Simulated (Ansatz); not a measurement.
# Se: stiffness from a series of strains

```xyz
3
Lattice="4.3662 0.0000 0.0000 -2.1831 3.7812 0.0000 0.0000 0.0000 4.9536" Properties=species:S:1:pos:R:3 pbc="T T T"
Se    0.9841    0.0000    1.6512
Se   -0.4921    0.8523    3.3024
Se    1.6910    2.9289    0.0000
```

Atoms are numbered in the order listed.

The cell is COD entry 9012501, as deposited and not checked against the literature; nothing was relaxed.

The calculation used DFT, PBEsol, all-electron LAPW, scalar-relativistic (Ansatz 0.2.0).

Numerical set-up: a Γ-centred 6×6×5 k mesh, Fermi–Dirac smearing of 0.03 eV, basis error target 1 meV/atom, no spin polarisation.

The strain is applied along the Cartesian axes of the cell as listed (the other components stay zero). Fractional coordinates are held (clamped ions).

σ is the change of stress from the unstrained cell, which is at 0.17 GPa; tension is positive, so slopes are stress–strain coefficients at that pressure.

Only quantities that a quadratic follows smoothly over the whole series are listed; rougher ones are left out.

```csv
εzz,σzz (GPa),σxx (GPa)
-0.0300,-4.07,-1.81
-0.0200,-2.66,-1.16
0.0000,0.00,0.00
0.0100,1.25,0.52
0.0200,2.44,1.01
0.0300,3.59,1.46
```

(1) Fit the series and read off the stiffness at zero strain.

(2) One run, at εzz = -0.0100, is withheld. Predict its row.

Results:

(1) Least-squares fits y = p0 + p1 x + p2 x² to the rows give σzz (GPa): p1 = 128, p2 = -270; σxx (GPa): p1 = 54.4, p2 = -190. So C33 = 128 GPa and C13 = 54 GPa, for these axes.

(2) The fits give -1.30, -0.56; the run gave -1.30, -0.56.
